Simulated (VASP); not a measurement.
Set up this calculation in VASP 6.6.1, as the native input.

```
Task                   : single point
Functional             : PBE
Potentials or basis    : VASP PAW PBE potentials, release 64 (Al)
Cutoff                 : 520 eV
k mesh                 : 18 × 18 × 18
Occupations            : gaussian, width 0.05 eV
Spin                   : no spin polarisation
Dipole correction      : no
Further INCAR settings : ALGO = Fast; EDIFF = 1e-06; NBANDS = 8
```

The structure of Al lies in POSCAR:

```
Al
1.0
   -1.6179826854      1.6179826854      1.6179826854
    1.6179826854     -1.6179826854      1.6179826854
    1.6179826854      1.6179826854     -1.6179826854
Al
1
Direct
    0.0000000000      0.0000000000      0.0000000000
```

The cell was built by a generator and needn't be a form met in nature.

These files were run (other wordings do the same):

INCAR

```
SYSTEM = Al
PREC     = Accurate       ! precision mode
ENCUT    = 520            ! plane-wave cutoff, eV
EDIFF    = 1E-6           ! SCF threshold, eV
ISMEAR   = 0              ! smearing method
SIGMA    = 0.05           ! smearing width, eV
LREAL    = .FALSE.        ! projectors in reciprocal space
LASPH    = .TRUE.         ! aspherical terms in the spheres
NELM     = 100            ! most SCF steps
ALGO     = Fast           ! electronic algorithm
ISIF     = 2              ! what is computed and relaxed
LWAVE    = .FALSE.        ! write WAVECAR
LCHARG   = .FALSE.        ! write CHGCAR
GGA      = PE             ! functional
NBANDS   = 8              ! bands
```

KPOINTS

```
Automatic mesh
0
G
  18 18 18
  0 0 0
```

Potentials or basis: VASP PAW PBE potentials, release 64 (Al).

Command:

```console
$ cat potpaw_PBE.64/Al/POTCAR > POTCAR
$ mpirun -np 1 vasp_std > vasp.out
```

Results of the run:

The pressure is 0.0 GPa. The band gap on the k mesh is none (metal or under the smearing width).

Run time: 11 s on 1 thread of Intel(R) Xeon(R) Platinum 8488C (Sapphire Rapids), on a shared host, peak memory 0.14 GiB.
